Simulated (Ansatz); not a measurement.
Rh:

```
Rh
1.0
     0.00000    1.89785    1.89785
     1.89785    0.00000    1.89785
     1.89785    1.89785    0.00000
Rh
1
Direct
  0.00000 0.00000 0.00000
```

A run of Ansatz 0.2.0 on this cell left the log below. Logs are shortened: lines on timing, memory, paths and dates and some standing lists are left out, and cuts for length are marked.

```text
Warning: RAYON_NUM_THREADS=2 ignored (pool sized by the plan → 2); use --threads N
scf.n_extra_bands = 6 over 9 filled bands (N_el = 17.0): the run solves 15 bands
Engine: ansatz 0.2.0, aarch64-unknown-linux-gnu
Pseudopotentials: kind: paw
Pseudopotential: Rh, paw, valence charge 17, recommended cutoff 420 eV (normal), Rh.paw.azcp
Functional definition: SPW92
  exchange = slater_x
  correlation = pw_c
Crystal: 1 atoms, lattice volume = 13.671 Å³
Basis set: ecut = 420 eV, 283 PW (Γ)
Bands: 15, of which v1, the nominal top of the filled ones, is band 9 counted from 1 (8 counted from 0)
Symmetry: 48 space group operations
Space group: Fm-3m (ITA 225), of the structure as read, at distance tolerance 2.4e-5 Å
k-points: 20 of 343
Non-local potential: Rh, projectors of the file, l = 0: 3, l = 1: 2, l = 2: 2, l = 3: 1
PAW form: soft (Blöchl's): semilocal exchange-correlation on the pseudo side does not see the compensation charge
PAW frozen core: Rh, regenerated for the run's functional, and the local potential with it (the file was generated under x = pbe(κ = 0.804, μ = 0.2195149727645171), c = pbe(β = 0.06672455060314922))
PAW one-centre angular grid: Rh, 590 points (default); XC on 64 Gauss nodes
Initial density: superposition of atomic densities (neutral atoms: chi_scale 0, normalization atom), corrected by the library's trained network
Initial wavefunctions: pseudopotential atomic-orbital guess
Functional: x = slater, c = lda
SCF iter   1: F=—  HF=-6278.705435 eV  |F-HF|=—  |Δ(HF+E_count)|=         —  Δρ=1.35e-2  dr2=1.56e-2  ethr=1.77e-3  ⟨swp⟩=5.2  Hψ=1604  notcnv=0  defer=2
preconditioner: auto → none  [insulator: Δε(μ)=0.141 eV  Ē_g=18.106 eV  σ=0.050 eV  W_gap=0.53  n_scr=0 (ndim 8)  ℏωp=30.1 eV  f_vac=0.000  D(μ)=0.61/eV (n_scr^D=0)  ε∞_Penn≈3.8]
SCF iter   2: F=—  HF=-6278.701265 eV  |F-HF|=—  |Δ(HF+E_count)|=   4.17e-3  Δρ=6.29e-3  dr2=2.43e-3  ethr=9.16e-5  ⟨swp⟩=2.6  Hψ=638  notcnv=0  defer=28
SCF iter   3: F=—  HF=-6278.700659 eV  |F-HF|=—  |Δ(HF+E_count)|=   6.07e-4  Δρ=2.99e-3  dr2=2.05e-4  ethr=1.43e-5  ⟨swp⟩=2.5  Hψ=407  notcnv=0  defer=28
SCF iter   4: F=—  HF=-6278.700619 eV  |F-HF|=—  |Δ(HF+E_count)|=   3.98e-5  Δρ=2.69e-4  dr2=6.93e-6  ethr=1.21e-6  ⟨swp⟩=1.9  Hψ=310  notcnv=0  defer=28
SCF iter   5: F=—  HF=-6278.700616 eV  |F-HF|=—  |Δ(HF+E_count)|=   2.56e-6  Δρ=5.73e-5  dr2=2.00e-7  ethr=4.08e-8  ⟨swp⟩=2.3  Hψ=368  notcnv=0  defer=28
SCF iter   6: F=-6278.700616 eV  HF=-6278.700616 eV  |F-HF|=1.75e-10  |Δ(HF+E_count)|=   2.30e-8  Δρ=3.82e-6  dr2=6.75e-10  ethr=5.88e-10  ⟨swp⟩=7.8  Hψ=1219  notcnv=0
SCF 1 converged in 6 iterations: F = -6278.700616 eV  dr2 = 6.75e-10
  greatest PAW one-centre occupation: 1.000 electrons in one spin orbital (limit 2), on the Rh atom at site 0 (counted from 0), in its partial waves of l = 0
NSCF: frozen V_eff on 56 k-points
SCF converged after 6 iterations
Free energy (F): -6278.700616 eV
Harris-Foulkes:  -6278.700616 eV  (|F-HF|=1.75e-10)
Internal energy: -6278.693979 eV  (E = F + TS)
E sigma→0 (E₀):  -6278.697298 eV
Entropy (-TS):   -0.006637 eV (-6.637 meV/atom)
Fermi energy:    22.253832 eV
--- Per-component energies (eV) ---
  E_band       = -88.237256
  E_kinetic    = 573.280728
  E_local      = -1560.203622  (includes V_loc(G=0)·N_el)
  E_nonlocal   = 359.923244
  E_hartree    = 545.420709
  E_xc         = -220.716166
  E_vxc        = -278.289506  (∫ρ·V_xc dr)
  E_paw        = -3463.665890  (= ΣΔE_a)
  E_vpaw       = -273.789586  (= ΣTr[D̂ρ^β])
  E_aug_tail   = 0.000735  (compensation charges beyond the density's cutoff)
  E_ewald      = -2513.356200
  E_core_change = 0.622482  (= ΣΔE_core)
  E_smearing   = -0.006637  (= −TS)
  E_closure    = 0.000000  (closes the sum)
  Σ components = -6278.700616   (vs F -6278.700616, Δ=0.00e0)
--- Forces (eV/Å), atoms counted from 1 ---
  atom   1  Rh     0.00000000    -0.00000000    -0.00000000
  max |Σ_I F_I| component: 2.47e-31 eV/Å
--- Stress (GPa, compression-positive) ---
      -11.118498      -0.000000       0.000000
        0.000000     -11.118498       0.000000
       -0.000000      -0.000000     -11.118498
  P = ⅓ Tr σ = -11.1185 GPa (-111.185 kbar)
--- Band table (eV; the first three rows and the last of 20) ---
  k-point 0: bands = ["-56.5585", "-24.0751", "-24.0751", "-24.0751", "14.1312", "19.0669", "19.0669", "19.0669", "21.2166", "21.2166", "38.0034", "43.3222", "43.3222", "43.3222", "49.3993"]
  k-point 1: bands = ["-56.5367", "-24.2210", "-24.0949", "-24.0949", "14.9074", "18.7853", "19.3349", "19.3349", "21.1054", "21.1054", "39.0174", "40.4223", "44.4783", "44.4783", "49.8563"]
  k-point 2: bands = ["-56.4875", "-24.5420", "-24.1391", "-24.1391", "16.1020", "19.3438", "19.3820", "19.3820", "21.6083", "21.6083", "36.1455", "39.3327", "46.4818", "46.4818", "48.0054"]
  k-point 19: bands = ["-56.4065", "-24.6009", "-24.5553", "-24.3216", "17.1466", "17.8481", "18.9517", "21.0741", "22.8619", "30.5964", "31.3958", "34.0576", "36.7341", "45.5520", "48.5652"]
```

Question: What input gives this log?

Answer: Projected density of states with LDA, no spin polarisation. The files as run (others can give the same):

input.yaml
```yaml
crystal:
  lattice:
    - [0.0, 1.89785, 1.89785]
    - [1.89785, 0.0, 1.89785]
    - [1.89785, 1.89785, 0.0]
  atoms:
    - { symbol: Rh, position: [0.0, 0.0, 0.0] }
hamiltonian:
  xc: lda
  pseudopotentials: { kind: paw }
kpoints:
  mp_grid: { grid: [7, 7, 7] }
scf:
  occupations: { method: fermi_dirac, width: 0.05 }
  n_extra_bands: 6
output:
  forces: true
  stress: true
  eigenvalues: true
  dos: { projected: true, de: 0.05, nscf_kmesh: { grid: [11, 11, 11] } }
```

Potentials or basis: Ansatz PAW.
The run is started by
```console
$ ansatz run input.yaml --threads 2 --pin off --max-ram 5632MiB --backend cpu --events-out ev --progress --plain --runs-dir out
```

Caveat: the k mesh is coarse (spacing up to 0.41 Å⁻¹), so the values aren't converged; the PAW data sets come from PBE, with cores solved anew for the run's functional, which leaves a small shift of forces and pressure; the density of states is complete only up to the lowest level of the last band computed.
